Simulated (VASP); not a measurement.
# Ir (Fm-3m) in VASP: a series of runs, part 2 of 2

VASP 6.6.1. Earlier steps stand in the parts before.

### Step 3. Optical spectrum, PBE

This run uses another cell than the first one, of 14.10 Å³/atom, 1.011 times its volume.

Input file INCAR:

```
SYSTEM = Ir
PREC = Accurate ; ENCUT = 520
EDIFF = 1E-6 ; ISMEAR = 0
SIGMA = 0.05 ; LREAL = .False.
LASPH = .True. ; NELM = 80
ALGO = Normal ; ISIF = 2
LWAVE = .False. ; LCHARG = .False.
GGA = PE ; LOPTICS = .True.
NBANDS = 36 ; NEDOS = 3000
CSHIFT = 0.05 ; WPLASMAI = 0
KPAR = 4
```

Input file KPOINTS:

```
Automatic mesh
0
Gamma
  32 32 32
  0 0 0
```

Input file POSCAR:

```
Ir                                      
1.0
    0.0000000000      1.9172882887      1.9172882887
    1.9172882887      0.0000000000      1.9172882887
    1.9172882887      1.9172882887      0.0000000000
  Ir            
     1
Direct
     0.0000000000000000    0.0000000000000000    0.0000000000000000
```

Potentials or basis: VASP PAW PBE potentials, release 64 (Ir).

On the command line:

```console
$ cat potpaw_PBE.64/Ir/POTCAR > POTCAR
$ mpirun -np 4 vasp_std > vasp.out
```

OUTCAR:

```text
SYSTEM = Ir
   PREC = Accurate
   ENCUT = 520
   EDIFF = 1E-6
   ISMEAR = 0
   LREAL = .False.
   LASPH = .True.
   NELM = 80
   ISIF = 2
   GGA = PE

 ion  position               nearest neighbor table
   1  0.000  0.000  0.000-

  LATTYP: Found a face centered cubic cell.
 ALAT       =     3.8345765774

  Lattice vectors:

 A1 = (   0.0000000000,   1.9172882887,   1.9172882887)
 A2 = (   1.9172882887,   0.0000000000,   1.9172882887)
 A3 = (   1.9172882887,   1.9172882887,   0.0000000000)

Analysis of symmetry for initial positions (statically):
=====================================================================
 Subroutine PRICEL returns:
 Original cell was already a primitive cell.

 Routine SETGRP: Setting up the symmetry group for a
 face centered cubic supercell.

 Subroutine GETGRP returns: Found 48 space group operations
 (whereof 48 operations were pure point group operations)
 out of a pool of 48 trial point group operations.

The static configuration has the point symmetry O_h .

Analysis of symmetry for dynamics (positions and initial velocities):
=====================================================================
 Subroutine PRICEL returns:
 Original cell was already a primitive cell.

 Routine SETGRP: Setting up the symmetry group for a
 face centered cubic supercell.

 Subroutine GETGRP returns: Found 48 space group operations
 (whereof 48 operations were pure point group operations)
 out of a pool of 48 trial point group operations.

The dynamic configuration has the point symmetry O_h .

 Subroutine INISYM returns: Found 48 space group operations
 (whereof 48 operations are pure point group operations),
 and found     1 'primitive' translations

----------------------------------------------------------------------------------------

                                     Primitive cell

  volume of cell :      14.0959

  direct lattice vectors                    reciprocal lattice vectors
     0.000000000  1.917288289  1.917288289    -0.260784986  0.260784986  0.260784986
     1.917288289  0.000000000  1.917288289     0.260784986 -0.260784986  0.260784986
     1.917288289  1.917288289  0.000000000     0.260784986  0.260784986 -0.260784986

  length of vectors
     2.711455101  2.711455101  2.711455101     0.451692846  0.451692846  0.451692846

  position of ions in fractional coordinates (direct lattice)
     0.000000000  0.000000000  0.000000000

  ion indices of the primitive-cell ions
   primitive index   ion index
[... 121 lines left out ...]

 E-fermi :  10.4553     XC(G=0): -14.0097

 val. band max:       10.4531166262   @ k =  -0.4375   0.4062   0.0000
 cond. band min:      10.4558170754   @ k =   0.3125   0.2500   0.0625
 fundamental gap:      0.0027004491
 Fermi energy:        10.4553200498

 k-point     1 :       0.0000    0.0000    0.0000
  band No.  band energies     occupation
      1      -0.6893      2.00000
      2       6.5625      2.00000
      3       6.5625      2.00000
      4       6.5625      2.00000
      5       9.2677      2.00000
      6       9.2677      2.00000
[... 433 lines left out ...]
      3       7.0410      2.00000
      4       7.0624      2.00000
      5       9.0066      2.00000
      6       9.4111      2.00000
[... 8 lines left out ...]
     15      43.1112      0.00000
     16      43.2271      0.00000

 [... further k-points ...]

 [bands above 16 left out]

------------------------ aborting loop because EDIFF is reached ----------------------------------------

  FORCE on cell =-STRESS in cart. coord.  units (eV):
  Direction    XX          YY          ZZ          XY          YZ          ZX
  --------------------------------------------------------------------------------------
  -------------------------------------------------------------------------------------
  Total        0.9777472      0.9777472      0.9777472     -0.0000000      0.0000000     -0.0000000
  in kB      111.1334796    111.1334796    111.1334796     -0.0000000      0.0000000     -0.0000000
  external PRESSURE =     111.1334796 kB  Pullay stress =       0.0000000 kB

 VOLUME and BASIS-vectors are now :
 -----------------------------------------------------------------------------
  energy-cutoff  :      520.00
  volume of cell :       14.10
      direct lattice vectors                 reciprocal lattice vectors
     0.000000000  1.917288289  1.917288289    -0.260784986  0.260784986  0.260784986
     1.917288289  0.000000000  1.917288289     0.260784986 -0.260784986  0.260784986
     1.917288289  1.917288289  0.000000000     0.260784986  0.260784986 -0.260784986

 POSITION                                       TOTAL-FORCE (eV/Angst)
 -----------------------------------------------------------------------------------
      0.00000      0.00000      0.00000        -0.000000      0.000000     -0.000000
 -----------------------------------------------------------------------------------
    total drift:                                0.000000      0.000000     -0.000000

  FREE ENERGIE OF THE ION-ELECTRON SYSTEM (eV)
  ---------------------------------------------------
  free  energy   TOTEN  =        -8.8363539530 eV

  energy  without entropy=       -8.8350859349  energy(sigma->0) =       -8.83571994

 electrical conductivity sigma (Mega S m-1) (frequency dependency in vasprun.xml)
  --------------------------------------------------------------------------------------
       0.244       0.000       0.000
       0.000       0.244       0.000
       0.000       0.000       0.244

  frequency dependent IMAGINARY DIELECTRIC FUNCTION (independent particle, no local field effects) density-density
     E(ev)      X         Y         Z        XY        YZ        ZX
  --------------------------------------------------------------------------------------------------------------
     0.00000     0.00000     0.00000     0.00000     0.00000     0.00000     0.00000
     1.14670    45.48479    45.48479    45.48479     0.00000    -0.00000     0.00000
     2.29339    30.61762    30.61762    30.61762     0.00000     0.00000     0.00000
     3.44009    14.53606    14.53606    14.53606    -0.00000    -0.00000     0.00000
     4.58678    10.32152    10.32152    10.32152    -0.00000    -0.00000     0.00000
     5.73348     3.80713     3.80713     3.80713     0.00000     0.00000     0.00000
[... 92 lines left out ...]
   112.37622     0.00011     0.00011     0.00011     0.00000     0.00000     0.00000
   113.52292     0.00010     0.00010     0.00010     0.00000     0.00000     0.00000

  frequency dependent      REAL DIELECTRIC FUNCTION (independent particle, no local field effects) density-density
     E(ev)        X           Y           Z          XY          YZ          ZX
  --------------------------------------------------------------------------------------------------------------
     0.00000    69.37860    69.37860    69.37860    -0.00000    -0.00000    -0.00000
     1.14670    17.48177    17.48177    17.48177     0.00000     0.00000    -0.00000
     2.29339    -0.98658    -0.98658    -0.98658     0.00000     0.00000     0.00000
     3.44009    -2.11350    -2.11350    -2.11350    -0.00000    -0.00000     0.00000
     4.58678    -5.58993    -5.58993    -5.58993    -0.00000     0.00000     0.00000
     5.73348    -1.29379    -1.29379    -1.29379     0.00000     0.00000    -0.00000
[... 92 lines left out ...]
   112.37622     0.89199     0.89199     0.89199    -0.00000     0.00000     0.00000
   113.52292     0.89442     0.89442     0.89442    -0.00000     0.00000     0.00000

  frequency dependent IMAGINARY DIELECTRIC FUNCTION (independent particle, no local field effects) current-current
     E(ev)      X         Y         Z        XY        YZ        ZX
  --------------------------------------------------------------------------------------------------------------
     0.00000   182.98530   182.98530   182.98530    -0.00000    -0.00000     0.00000
     1.14670    46.57639    46.57639    46.57639     0.00000     0.00000    -0.00000
     2.29339    30.47908    30.47908    30.47908     0.00000    -0.00000     0.00000
     3.44009    14.44956    14.44956    14.44956     0.00000     0.00000    -0.00000
     4.58678    10.16991    10.16991    10.16991     0.00000     0.00000    -0.00000
     5.73348     3.76793     3.76793     3.76793     0.00000     0.00000    -0.00000
[... 92 lines left out ...]
   112.37622     0.00001     0.00001     0.00001     0.00000     0.00000     0.00000
   113.52292     0.00001     0.00001     0.00001     0.00000     0.00000     0.00000

  frequency dependent      REAL DIELECTRIC FUNCTION (independent particle, no local field effects) current-current
     E(ev)        X           Y           Z          XY          YZ          ZX
  --------------------------------------------------------------------------------------------------------------
     0.00000    67.79205    67.79205    67.79205    -0.00000    -0.00000     0.00000
     1.14670    13.22162    13.22162    13.22162     0.00000     0.00000     0.00000
     2.29339    -2.32658    -2.32658    -2.32658    -0.00000     0.00000    -0.00000
     3.44009    -2.52717    -2.52717    -2.52717    -0.00000    -0.00000    -0.00000
     4.58678    -5.81430    -5.81430    -5.81430    -0.00000    -0.00000     0.00000
     5.73348    -1.35586    -1.35586    -1.35586    -0.00000    -0.00000    -0.00000
[... 92 lines left out ...]
   112.37622     0.89200     0.89200     0.89200    -0.00000     0.00000    -0.00000
   113.52292     0.89443     0.89443     0.89443    -0.00000     0.00000    -0.00000
```

stdout:

```text
POSCAR found type information on POSCAR Ir
 POSCAR found :  1 types and       1 ions
 scaLAPACK will be used
 LDA part: xc-table for (Slater+PW92), standard interpolation
 POSCAR, INCAR and KPOINTS ok, starting setup
 FFT: planning ... GRIDC
 FFT: planning ... GRID_SOFT
 FFT: planning ... GRID
 WAVECAR not read
 entering main loop
 optical routines
 imaginary and real dielectric function
 recalculating local potential from charge density
 direction            1
 direction            2
 direction            3
```

Wall time 35 s (4 MPI ranks of Intel Xeon 6975P-C (Granite Rapids), shared host); peak memory 0.58 GiB.

Results:

```
Free energy            : -8.8364 eV
Pressure               : 11.1 GPa
Band gap on the k mesh : none (metal or under the smearing width)
```

Dielectric function (mean over the directions given):
```tsv
energy (eV)	real part	imaginary part
0.31	74.81	33.93
1.30	21.58	33.44
2.37	-2.01	28.42
3.36	-2.79	15.10
4.43	-5.08	10.59
5.43	-2.37	4.20
6.50	-0.16	3.98
7.49	1.00	3.01
8.56	2.02	4.19
9.56	2.23	5.18
10.63	-1.14	5.44
11.62	-0.24	3.02
12.69	-0.11	2.28
13.68	0.42	1.87
14.75	0.88	2.24
15.75	1.09	2.04
16.82	1.54	1.97
17.81	2.36	2.47
18.88	0.51	3.98
19.95	0.41	3.77
```

Caveat: independent-particle spectra lack excitons; the intraband (Drude) part of a metal's response may be missing.
